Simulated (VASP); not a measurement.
**LiF: equation of state with PBE**

LiF:

```
F Li
1.0
     2.55953    0.00000    0.00000
     0.00000    2.55953    0.00000
     0.00000    0.00000    2.55953
F Li
1 1
Direct
  0.50000 0.50000 0.50000
  0.00000 0.00000 0.00000
```

Measurements of this composition are mostly on another form, of space group No. 225.

| Property | Result |
| --- | --- |
| Program | VASP 6.6.1 |
| Task | equation of state |
| Functional | PBE |
| Potentials or basis | VASP PAW PBE potentials, release 64 (F, Li_sv) |
| Cutoff | 520 eV |
| k mesh | 10 × 10 × 10 |
| Occupations | fermi-dirac, width 0.05 eV |
| Spin | no spin polarisation |

The equilibrium volume is 8.39 Å³/atom. The bulk modulus is 68 GPa and the pressure derivative of the bulk modulus is 4.4 (rough: it moves with the points fitted).

Energy against volume, from the lowest point:
| volume (Å³/atom) | energy (meV/atom) |
| --- | --- |
| 7.881 | 7.22 |
| 8.049 | 3.12 |
| 8.216 | 0.76 |
| 8.384 | 0.00 |
| 8.552 | 0.67 |
| 8.719 | 2.63 |
| 8.887 | 5.71 |

All runs of the series together: 30 s on 1 thread of Intel(R) Xeon(R) 6975P-C (Granite Rapids), on a shared host.

Caveat: the cutoff is under 1.25 times the usual one of these potentials, so pressure, stress and relaxed cells hold a basis-set (Pulay) error.
